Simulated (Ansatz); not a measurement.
**SiO2 (Stishovite): bands and screening cutoff converge together**

Can the band sum of G0W0 be converged at a fixed screening cutoff? A test on SiO2 (Stishovite).

Program: Ansatz 0.2.0. Level of theory: G0W0 on PBE, plane waves, PAW; PAW set soft_1. Results are calculated unless marked as measured.

### Step 1. Starting point

It takes space group P4_2/mnm (No. 136, tetragonal). Conventional cell: a = 4.177 Å, b = 4.177 Å, c = 2.665 Å, α = 90.00°, β = 90.00°, γ = 90.00°. Si has 6 O at 1.76 to 1.81 Å nearest. Nearest to O lie 3 Si at 1.76 to 1.81 Å. Farther neighbours and most contacts between anions are not listed.

Coordinates:

```cif
data_structure
_symmetry_space_group_name_H-M 'P 1'
_symmetry_Int_Tables_number 1
_cell_length_a 4.1773
_cell_length_b 4.1773
_cell_length_c 2.6652
_cell_angle_alpha 90.000
_cell_angle_beta 90.000
_cell_angle_gamma 90.000
_cell_volume 46.51
loop_
_atom_site_label
_atom_site_type_symbol
_atom_site_fract_x
_atom_site_fract_y
_atom_site_fract_z
_atom_site_occupancy
Si1 Si 0.00000 0.00000 0.00000 1
Si2 Si 0.50000 0.50000 0.50000 1
O3 O 0.30590 0.30590 0.00000 1
O4 O 0.19410 0.80590 0.50000 1
O5 O 0.69410 0.69410 0.00000 1
O6 O 0.80590 0.19410 0.50000 1
```

The cell and positions come from the Crystallography Open Database and are kept as given unless a step says otherwise.

### Step 2. 37 empty bands, screening to 50 eV

G0W0 replaces the xc potential by the self-energy, built once from these orbitals. Only a window of levels is corrected, while the sums run over the empty bands that the input names. This step takes PAW set soft_1 files.

Input file input.yaml:

```yaml
crystal:
  lattice:
    - [4.1773, 0.0, 0.0]
    - [0.0, 4.1773, 0.0]
    - [0.0, 0.0, 2.6652]
  atoms:
    - { symbol: Si, position: [0.0, 0.0, 0.0] }
    - { symbol: Si, position: [0.5, 0.5, 0.5] }
    - { symbol: O, position: [0.3059, 0.3059, 0.0] }
    - { symbol: O, position: [0.1941, 0.8059, 0.5] }
    - { symbol: O, position: [0.6941, 0.6941, 0.0] }
    - { symbol: O, position: [0.8059, 0.1941, 0.5] }
kpoints:
  mp_grid: { grid: [4, 4, 6] }
hamiltonian:
  xc: pbe
  pseudopotentials: { kind: paw, azcp: { folder: soft_1 } }
scf:
  occupations: { method: fixed }
gw:
  n_empty_bands: 37
  ecut_chi: 50
  qp_bands: [v2, c2]
  qp_kpoints: band_edges
  screening: { model: contour_deformation }
```

The run is started by

```bash
$ ansatz run input.yaml --threads 2 --pin off --max-ram 73728MiB --backend cuda --events-out ev --progress --plain --runs-dir out --devices 1 --max-vram 13GiB
```

Numbers of over 12 decimals in the logs are rounded to 6 here.

What it wrote:

```text
GPUs: using 1 of 1 available (devices: 1).
Engine: ansatz 0.2.0, x86_64-unknown-linux-gnu
Pseudopotentials: kind: paw
Pseudopotential: Si, paw, valence charge 4, recommended cutoff 420 eV (normal), soft_1/Si.paw.azcp
Pseudopotential: O, paw, valence charge 6, recommended cutoff 420 eV (normal), soft_1/O.paw.azcp
Functional definition: PBE
  parameter kappa = 0.804
  parameter beta = 0.066725
  exchange = pbe_x(kappa = kappa, mu = beta*pi^2/3)
  correlation = pbe_c(beta = beta)
device memory: the entry about to start is reckoned to put 0.6 GiB on a device that reports 64.2 GiB free (of which the cap on the GPU budget leaves the run 13.0 GiB)
GPU FFT provider: cuFFT
GPU libraries: cuBLAS 13.8.2, cuFFT 12.4.0, cuSOLVER 12.3.4
Crystal: 6 atoms, lattice volume = 46.507 Å³
Basis set: ecut = 420 eV, 913 PW (Γ)
Bands: 22, of which v1, the nominal top of the filled ones, is band 16 counted from 1 (15 counted from 0)
Symmetry: 16 space group operations
Space group: P42/mnm (ITA 136), of the structure as read, at distance tolerance 3.6e-5 Å
k-points: 24 of 96
Non-local potential: Si, projectors of the file, l = 0: 2, l = 1: 2, l = 2: 1
Non-local potential: O, projectors of the file, l = 0: 2, l = 1: 2, l = 2: 1
PAW form: soft (Blöchl's): semilocal exchange-correlation on the pseudo side does not see the compensation charge
PAW one-centre angular grid: Si, 110 points (default); XC on 64 Gauss nodes
PAW one-centre angular grid: O, 110 points (default); XC on 64 Gauss nodes
Initial density: superposition of atomic densities (chi_scale 0.1, normalization cell, long waves kept (reshape's long-wave potential 0.00 eV rms))
Initial wavefunctions: pseudopotential atomic-orbital guess
GPU buffer pool allocated for 16200 grid points (all kernels)
GPU transforms: local potential and band sums: pruned to the plane-wave sphere, on 27×27×18
Functional: x = pbe(κ = 0.804, μ = 0.219515), c = pbe(β = 0.066725)
SCF iter   1: F=—  HF=-3549.223019 eV  |F-HF|=—  |Δ(HF+E_count)|=         —  Δρ=1.50e-1  dr2=8.34e0  ethr=3.10e-3  ⟨swp⟩=4.2  Hψ=2371  notcnv=0  defer=95
preconditioner: auto → none  [insulator: Δε(μ)=6.760 eV  Ē_g=19.708 eV  n_scr=10 (ndim 8)  ℏωp=30.8 eV  f_vac=0.000  ε∞_Penn≈3.4]
SCF iter   2: F=—  HF=-3547.098058 eV  |F-HF|=—  |Δ(HF+E_count)|=    2.12e0  Δρ=6.51e-2  dr2=7.17e-1  ethr=3.10e-3  ⟨swp⟩=3.5  Hψ=1361  notcnv=0  defer=85
SCF iter   3: F=—  HF=-3546.955035 eV  |F-HF|=—  |Δ(HF+E_count)|=   1.43e-1  Δρ=2.38e-2  dr2=9.28e-2  ethr=2.24e-3  ⟨swp⟩=2.8  Hψ=1075  notcnv=0  defer=94
SCF iter   4: F=—  HF=-3546.986351 eV  |F-HF|=—  |Δ(HF+E_count)|=   3.13e-2  Δρ=1.61e-3  dr2=5.95e-4  ethr=2.90e-4  ⟨swp⟩=2.0  Hψ=546  notcnv=0  defer=96
SCF iter   5: F=—  HF=-3546.986775 eV  |F-HF|=—  |Δ(HF+E_count)|=   4.24e-4  Δρ=2.31e-4  dr2=6.63e-6  ethr=1.86e-6  ⟨swp⟩=2.0  Hψ=887  notcnv=0  defer=96
SCF iter   6: F=—  HF=-3546.986789 eV  |F-HF|=—  |Δ(HF+E_count)|=   1.38e-5  Δρ=3.47e-5  dr2=3.51e-7  ethr=2.07e-8  ⟨swp⟩=2.0  Hψ=912  notcnv=0  defer=49
SCF iter   7: F=-3546.986789 eV  HF=-3546.986789 eV  |F-HF|=1.00e-9  |Δ(HF+E_count)|=   5.33e-8  Δρ=3.31e-6  dr2=4.11e-9  ethr=3.13e-10  ⟨swp⟩=9.7  Hψ=2252  notcnv=0
SCF 1 converged in 7 iterations: F = -3546.986789 eV  dr2 = 4.11e-9
[...]
device memory: the entry about to start is reckoned to put 0.6 GiB on a device that reports 64.3 GiB free (of which the cap on the GPU budget leaves the run 13.0 GiB)
NSCF: frozen V_eff on 24 k-points, pencils in batches of 32, up to order 88
[...]
device memory: the entry about to start is reckoned to put 1.0 GiB on a device that reports 66.2 GiB free (of which the cap on the GPU budget leaves the run 13.0 GiB)
NSCF: frozen V_eff on 24 k-points, pencils in batches of 32, up to order 232
G₀W₀ screening: q 1/24
[... further progress lines ...]
SCF converged after 7 iterations
Free energy (F): -3546.986789 eV
Harris-Foulkes:  -3546.986789 eV  (|F-HF|=1.00e-9)
Internal energy: -3546.986789 eV  (E = F + TS)
E sigma→0 (E₀):  -3546.986789 eV
Fermi energy:    10.568797 eV
--- Per-component energies (eV) ---
  E_band       = 65.690049
  E_kinetic    = 789.016210
  E_local      = -1202.843543  (includes V_loc(G=0)·N_el)
  E_nonlocal   = 250.266063
  E_hartree    = 441.217691
  E_xc         = -405.765658
  E_vxc        = -470.517031  (∫ρ·V_xc dr)
  E_paw        = -1678.690174  (= ΣΔE_a)
  E_vpaw       = -182.668987  (= ΣTr[D̂ρ^β])
  E_aug_tail   = 0.003176  (compensation charges beyond the density's cutoff)
  E_ewald      = -1740.190554
  E_smearing   = -0.000000  (= −TS)
  E_closure    = -0.000000  (closes the sum)
  Σ components = -3546.986789   (vs F -3546.986789, Δ=0.00e0)
--- Band table (eV; the first three rows and the last of 24) ---
  k-point 0: bands = [... 12 lower, 8.0623, 9.6842, 9.6842, 10.5688, 16.2122, 17.3228, 19.1131, 19.1131, ... 2 higher]
  k-point 1: bands = [... 12 lower, 6.9345, 9.4086, 9.4086, 10.2269, 17.3567, 19.1127, 20.5867, 20.5867, ... 2 higher]
  k-point 2: bands = [... 12 lower, 5.8556, 8.5893, 8.5893, 9.1392, 18.5857, 20.9556, 21.4025, 22.9259, ... 2 higher]
  k-point 23: bands = [... 12 lower, 8.8069, 8.8069, 9.0087, 9.0087, 17.7922, 17.7922, 21.6238, 21.6238, ... 2 higher]
--- G₀W₀: contour deformation, 5 samples at zero and on the imaginary axis and 2 off it, 96 q-points, 37 empty bands' worth ---
  eigenvalues of the whole cell's RPA ε∞ on this k-mesh (on a slab, of 1 + 4πα/V) = 3.2687, 3.2687, 3.4375; static W/v taken at q = 0 is 0.300553
  bands read: the sum over 53 bands ends inside a degenerate multiplet in 15 slots, whose members it reads at an even weight; the widest, k=2: bands 53 to 54 (counted from 1) at 1/2 each
  gw.qp_kpoints: band_edges: 5 of 24 stored k-points solved, in 1 pass; an edge of the gap read off the rows below is read off those points alone
    valence top: of the k-points left out ik 5 came nearest to being solved in a further pass, in band 16 (counted from 1, as in the quasiparticle table): it holds the edge there only if its correction is more favourable than any solved in that band by at least 0.597 eV; those differ by 0.348 eV
    conduction bottom: of the k-points left out ik 12 came nearest to being solved in a further pass, in band 17 (counted from 1, as in the quasiparticle table): it holds the edge there only if its correction is more favourable than any solved in that band by at least 1.178 eV; those differ by 0.280 eV
    ik  band        ε_KS         Σx   Σc(E_QP)       V_xc       Z   E_QP_lin       E_QP  E_QP is
     0    15      9.6842   -27.7919     4.9000   -22.0665  0.8279     8.8546     8.8587  root
     0    16     10.5688   -28.2711     5.1278   -22.2771  0.8264     9.6981     9.7026  root
     0    17     16.2122   -13.8563    -4.0544   -19.8468  0.8574    18.1653    18.1483  root
     0    18     17.3228    -7.7707    -4.0011   -13.6044  0.8675    19.1702    19.1553  root
     1    15      9.4086   -27.5900     4.9471   -21.7646  0.8266     8.5256     8.5303  root
     1    16     10.2269   -27.9564     5.1552   -21.8640  0.8253     9.2842     9.2897  root
     1    17     17.3567   -14.1979    -4.0493   -20.4636  0.8523    19.5970    19.5731  root
     1    18     19.1127    -9.3465    -4.1672   -15.7088  0.8574    21.3328    21.3078  root
     4    15      9.5818   -27.7156     4.9434   -21.9091  0.8270     8.7143     8.7188  root
     4    16     10.1081   -27.7931     5.0823   -21.7734  0.8254     9.1653     9.1707  root
     4    17     17.0960   -13.9052    -4.0116   -20.0052  0.8540    19.2051    19.1844  root
     4    18     17.8430    -8.3435    -4.0592   -14.3306  0.8644    19.7881    19.7709  root
    20    15      8.2853   -26.6643     5.3371   -20.1130  0.8165     7.0603     7.0711  root
    20    16      8.2853   -26.6643     5.3371   -20.1130  0.8165     7.0603     7.0711  root
    20    17     18.0409   -11.0123    -4.2351   -17.4139  0.8563    20.2311    20.2074  root
    20    18     18.0409   -11.0123    -4.2351   -17.4139  0.8563    20.2311    20.2074  root
    23    15      9.0087   -27.4414     5.3100   -21.0296  0.8197     7.8986     7.9069  root
    23    16      9.0087   -27.4414     5.3100   -21.0296  0.8197     7.8986     7.9069  root
    23    17     17.7922   -11.8238    -4.0723   -18.1036  0.8576    20.0229    19.9997  root
    23    18     17.7922   -11.8238    -4.0723   -18.1036  0.8576    20.0229    19.9997  root
```

The job ended after 13 s (1 × NVIDIA H100 80GB HBM3 (shared by 6 runs) with 2 threads of AMD EPYC 7R13 (Zen 3), shared host; peak memory 1 GiB).

In the SCF lines HF is the Harris–Foulkes energy and dr2 the Hartree energy of the density residual, in eV; the loop may stop once dr2 is under the threshold and the program's other checks hold. Hψ counts applications of the Hamiltonian.

Numbers from this step:

```yaml
bands_summed: 53
rpa_eps_infinity_on_this_mesh_eigenvalues: 3.269, 3.269, 3.438
plane_waves_in_the_screening_matrix: 39
q_points_in_the_mesh: 96
g0w0_gap_on_the_mesh: 8.446 eV
k_of_the_valence_top: 0, 0, 0
k_of_the_conduction_bottom: 0, 0, 0
starting_gap_on_the_mesh: 5.643 eV
z_at_the_valence_top: 0.8264
z_at_the_conduction_bottom: 0.8574
least_direct_g0w0_gap_on_the_computed_points: 8.446 eV
```

The gap on the mesh goes from 5.64 eV to 8.45 eV, a correction of +2.80 eV. Between the two edge states, bare exchange in place of the xc potential would open the gap by 11.98 eV, and correlation takes back 9.18 eV.

### Step 3. 194 empty bands, screening to 50 eV

input.yaml: that of step 2 with these lines changed.

```diff
@@ -20,3 +20,3 @@
 gw:
-  n_empty_bands: 37
+  n_empty_bands: 194
   ecut_chi: 50
```

What it wrote:

```text
GPUs: using 1 of 1 available (devices: 1).
[...]
GPU FFT provider: cuFFT
GPU libraries: cuBLAS 13.8.2, cuFFT 12.4.0, cuSOLVER 12.3.4
Crystal: 6 atoms, lattice volume = 46.507 Å³
Basis set: ecut = 420 eV, 913 PW (Γ)
Bands: 22, of which v1, the nominal top of the filled ones, is band 16 counted from 1 (15 counted from 0)
Symmetry: 16 space group operations
[...]
k-points: 24 of 96
[...]
1    18     19.1127    -9.3465    -4.6845   -15.7088  0.8547    20.8046    20.7906  root
[...]
23    15      9.0087   -27.4414     5.0462   -21.0296  0.8191     7.6303     7.6430  root
    23    16      9.0087   -27.4414     5.0462   -21.0296  0.8191     7.6303     7.6430  root
    23    17     17.7922   -11.8238    -4.5554   -18.1036  0.8554    19.5302    19.5166  root
    23    18     17.7922   -11.8238    -4.5554   -18.1036  0.8554    19.5302    19.5166  root
[key lines of the parts left out:]
SCF converged after 7 iterations
Free energy (F): -3546.986789 eV
Fermi energy:    10.568797 eV
```

It took 26 s on 1 × NVIDIA H100 80GB HBM3 (shared by 6 runs) with 2 threads; peak memory 1.1 GiB.

Numbers from this step:

```
bands summed                                 : 210
RPA ε∞ on this mesh (eigenvalues)            : 3.283, 3.283, 3.449
plane waves in the screening matrix          : 39
G0W0 gap on the mesh                         : 8.300 eV
k of the valence top                         : 0, 0, 0
k of the conduction bottom                   : 0, 0, 0
starting gap on the mesh                     : 5.643 eV
least direct G0W0 gap on the computed points : 8.300 eV
```

Against the run with 4×4×6 mesh, 37 empty bands, screening to 50 eV, PAW set soft_1 files, the gap moves by −0.15 eV.

### Step 4. 105 empty bands, screening to 100 eV

Bands and screening cutoff are moved together, since each hides the error of the other.

input.yaml: that of step 3 with these lines changed.

```diff
@@ -20,4 +20,4 @@
 gw:
-  n_empty_bands: 194
-  ecut_chi: 50
+  n_empty_bands: 105
+  ecut_chi: 100
   qp_bands: [v2, c2]
```

What it wrote:

```text
GPUs: using 1 of 1 available (devices: 1).
[...]
GPU FFT provider: cuFFT
GPU libraries: cuBLAS 13.8.2, cuFFT 12.4.0, cuSOLVER 12.3.4
Crystal: 6 atoms, lattice volume = 46.507 Å³
Basis set: ecut = 420 eV, 913 PW (Γ)
Bands: 22, of which v1, the nominal top of the filled ones, is band 16 counted from 1 (15 counted from 0)
Symmetry: 16 space group operations
[...]
k-points: 24 of 96
[...]
1    18     19.1127    -9.3465    -4.6275   -15.7088  0.8505    20.8625    20.8475  root
[...]
23    15      9.0087   -27.4414     5.1419   -21.0296  0.8109     7.7281     7.7388  root
    23    16      9.0087   -27.4414     5.1419   -21.0296  0.8109     7.7281     7.7388  root
    23    17     17.7922   -11.8238    -4.4493   -18.1036  0.8505    19.6380    19.6228  root
    23    18     17.7922   -11.8238    -4.4493   -18.1036  0.8505    19.6380    19.6228  root
[key lines of the parts left out:]
SCF converged after 7 iterations
Free energy (F): -3546.986789 eV
Fermi energy:    10.568797 eV
```

Elapsed: 13 s, on 1 × NVIDIA H100 80GB HBM3 (shared by 6 runs) with 2 threads; peak memory 1.1 GiB; 5.6 s of CPU time.

The G0W0 gap on the mesh is 8.355 eV.

### Step 5. 548 empty bands, screening to 100 eV

input.yaml: that of step 4 with these lines changed.

```diff
@@ -20,3 +20,3 @@
 gw:
-  n_empty_bands: 105
+  n_empty_bands: 548
   ecut_chi: 100
```

What it wrote:

```text
GPUs: using 1 of 1 available (devices: 1).
[...]
GPU FFT provider: cuFFT
GPU libraries: cuBLAS 13.8.2, cuFFT 12.4.0, cuSOLVER 12.3.4
Crystal: 6 atoms, lattice volume = 46.507 Å³
Basis set: ecut = 420 eV, 913 PW (Γ)
Bands: 22, of which v1, the nominal top of the filled ones, is band 16 counted from 1 (15 counted from 0)
Symmetry: 16 space group operations
[...]
k-points: 24 of 96
[...]
1    18     19.1127    -9.3465    -4.8561   -15.7088  0.8497    20.6301    20.6190  root
[...]
23    15      9.0087   -27.4414     4.9522   -21.0296  0.8105     7.5349     7.5491  root
    23    16      9.0087   -27.4414     4.9522   -21.0296  0.8105     7.5349     7.5491  root
    23    17     17.7922   -11.8238    -4.6844   -18.1036  0.8498    19.3990    19.3876  root
    23    18     17.7922   -11.8238    -4.6844   -18.1036  0.8498    19.3990    19.3876  root
[key lines of the parts left out:]
SCF converged after 7 iterations
Free energy (F): -3546.986789 eV
Fermi energy:    10.568797 eV
```

Wall time 37 s (1 × NVIDIA H100 80GB HBM3 (shared by 6 runs) with 2 threads); peak memory 1.7 GiB.

The G0W0 gap on the mesh is 8.331 eV.

### Step 6. 37 empty bands, screening to 150 eV

input.yaml: that of step 5 with these lines changed.

```diff
@@ -20,4 +20,4 @@
 gw:
-  n_empty_bands: 548
-  ecut_chi: 100
+  n_empty_bands: 37
+  ecut_chi: 150
   qp_bands: [v2, c2]
```

What it wrote:

```text
GPUs: using 1 of 1 available (devices: 1).
[...]
GPU FFT provider: cuFFT
GPU libraries: cuBLAS 13.8.2, cuFFT 12.4.0, cuSOLVER 12.3.4
Crystal: 6 atoms, lattice volume = 46.507 Å³
Basis set: ecut = 420 eV, 913 PW (Γ)
Bands: 22, of which v1, the nominal top of the filled ones, is band 16 counted from 1 (15 counted from 0)
Symmetry: 16 space group operations
[...]
k-points: 24 of 96
[...]
1    18     19.1127    -9.3465    -4.1120   -15.7088  0.8532    21.3889    21.3630  root
[...]
23    15      9.0087   -27.4414     5.5397   -21.0296  0.8102     8.1316     8.1366  root
    23    16      9.0087   -27.4414     5.5397   -21.0296  0.8102     8.1316     8.1366  root
    23    17     17.7922   -11.8238    -3.9389   -18.1036  0.8520    20.1585    20.1332  root
    23    18     17.7922   -11.8238    -3.9389   -18.1036  0.8520    20.1585    20.1332  root
[key lines of the parts left out:]
SCF converged after 7 iterations
Free energy (F): -3546.986789 eV
Fermi energy:    10.568797 eV
```

Elapsed: 14 s, on 1 × NVIDIA H100 80GB HBM3 (shared by 6 runs) with 2 threads; peak memory 1.1 GiB.

The G0W0 gap on the mesh is 8.439 eV.

### Step 7. 194 empty bands, screening to 150 eV

input.yaml: that of step 6 with these lines changed.

```diff
@@ -20,3 +20,3 @@
 gw:
-  n_empty_bands: 37
+  n_empty_bands: 194
   ecut_chi: 150
```

What it wrote:

```text
GPUs: using 1 of 1 available (devices: 1).
[...]
GPU FFT provider: cuFFT
GPU libraries: cuBLAS 13.8.2, cuFFT 12.4.0, cuSOLVER 12.3.4
Crystal: 6 atoms, lattice volume = 46.507 Å³
Basis set: ecut = 420 eV, 913 PW (Γ)
Bands: 22, of which v1, the nominal top of the filled ones, is band 16 counted from 1 (15 counted from 0)
Symmetry: 16 space group operations
[...]
k-points: 24 of 96
[...]
1    18     19.1127    -9.3465    -4.8093   -15.7088  0.8492    20.6775    20.6658  root
[...]
23    15      9.0087   -27.4414     4.9250   -21.0296  0.8079     7.5072     7.5218  root
    23    16      9.0087   -27.4414     4.9250   -21.0296  0.8079     7.5072     7.5218  root
    23    17     17.7922   -11.8238    -4.6177   -18.1036  0.8485    19.4665    19.4543  root
    23    18     17.7922   -11.8238    -4.6177   -18.1036  0.8485    19.4665    19.4543  root
[key lines of the parts left out:]
SCF converged after 7 iterations
Free energy (F): -3546.986789 eV
Fermi energy:    10.568797 eV
```

Wall time 17 s (1 × NVIDIA H100 80GB HBM3 (shared by 6 runs) with 2 threads); peak memory 1.2 GiB; 20 s of CPU time.

The G0W0 gap on the mesh is 8.506 eV.

(Continued in part 2 of 2.)

[Paths, hosts, dates, memory and timing lines, banners, echoed tables and standing remarks are left out of the program output.]

[Logs are printed without paths, hosts, clocks, repeated set-up lines and the standing remarks that a program may print on its own settings, such as how far it seeks lower states.]

[Runs of the session that timed out or met a known fault of the program may be left out.]

[Cells called generated may have been cut or substituted from an entry of the Crystallography Open Database or the Materials Project.]

[Hosts, paths, dates, database ids (printed as entryN), source tags and the programs' standing remarks are cut or masked in the printed files.]
